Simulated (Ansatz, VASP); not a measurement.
## BN in VASP and in Ansatz

INCAR

```
SYSTEM = BN
ALGO     = Normal         ! electronic algorithm
EDIFF    = 1E-7           ! SCF threshold, eV
ENCUT    = 520            ! plane-wave cutoff, eV
GGA      = PS             ! functional
ISIF     = 2              ! what is computed and relaxed
ISMEAR   = 0              ! smearing method
LASPH    = .TRUE.         ! aspherical terms in the spheres
LCHARG   = .FALSE.        ! write CHGCAR
LREAL    = .FALSE.        ! projectors in reciprocal space
LWAVE    = .FALSE.        ! write WAVECAR
NBANDS   = 11             ! bands
NELM     = 60             ! most SCF steps
PREC     = Accurate       ! precision mode
SIGMA    = 0.01           ! smearing width, eV
```

KPOINTS

```
k-points
0
G
  8 8 8
  0 0 0
```

Contents of POSCAR:

```
BN
1.0
    0.0000000000      3.4953200000      2.1660900000
    1.2516300000      0.0000000000      2.1660900000
    1.2516300000      3.4953200000      0.0000000000
B N
1 1
Direct
    0.0000500000      0.0000500000      0.9999500000
    0.6666666667      0.6666666667      0.3333333333
```

Input for Ansatz:

```yaml
crystal:
  lattice:
    - [0.0, 3.49532, 2.16609]
    - [1.25163, 0.0, 2.16609]
    - [1.25163, 3.49532, 0.0]
  atoms:
    - { symbol: B, position: [5.0e-05, 5.0e-05, 0.99995] }
    - { symbol: "N", position: [0.6666666666666666, 0.6666666666666666, 0.3333333333333333] }
basis:
  ecutwfc: 450.0
kpoints:
  mp_grid:
    grid: [8, 8, 8]
    shift: [0.0, 0.0, 0.0]
hamiltonian:
  xc: pbesol
scf:
  occupations:
    method: fixed
output:
  eigenvalues: true
```

Measurements of this composition are mostly on another form, of space group No. 194.

Alike in both runs: task single point; functional PBEsol; k mesh 8 × 8 × 8; no spin polarisation.

|  | VASP | Ansatz |
| --- | --- | --- |
| version | VASP 6.6.1 | Ansatz 0.2.0 |
| potentials or method | VASP PAW PBE potentials, release 64 (B, N) | plane waves, PAW |
| plane-wave cutoff (eV) | 520 | 450 |
| occupations | gaussian, width 0.01 eV | fixed |
| valence electrons in the cell | 8 | 8 |

Ansatz gave:

```
gap on the k mesh at the Fermi level (eV) : 3.72
```

Q: Estimate VASP's values.

A: gap on the k mesh at the Fermi level (eV): 3.71.

 A k mesh can miss the band edges. A hybrid or GW would open this gap; PBEsol tends to underestimate it.
